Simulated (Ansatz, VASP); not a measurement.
**Two plane-wave programs on F**

```
CELL_PARAMETERS angstrom
9.00000 0.00000 0.00000
0.00000 9.20000 0.00000
0.00000 0.00000 10.40000
ATOMIC_POSITIONS crystal
F 0.50000 0.50000 0.43173
F 0.50000 0.50000 0.56827
```

Alike in both runs: task relaxation of the atoms; functional LDA; k mesh 1 × 1 × 1; occupations fermi-dirac, width 0.01 eV; no spin polarisation.

|  | VASP | Ansatz |
| --- | --- | --- |
| version | VASP 6.6.1 | Ansatz 0.2.0 |
| potentials or method | VASP PAW LDA potentials, release 64 (F) | PAW with Ansatz's default frozen-core files, scalar-relativistic |
| plane-wave cutoff (eV) | 520 | 420 |
| valence electrons in the cell | 14 | 14 |

Ansatz gave:

* gap on the k mesh at the Fermi level, each at its own relaxed structure (eV): 3.78
* energy change over the relaxation (meV/atom): -12

What did VASP give for the same quantities?

gap on the k mesh at the Fermi level, each at its own relaxed structure (eV): 3.51; energy change over the relaxation (meV/atom): -4.

Ansatz warned: «stress_scf_threshold_loose».

A hybrid or GW would open this gap; LDA tends to underestimate it.
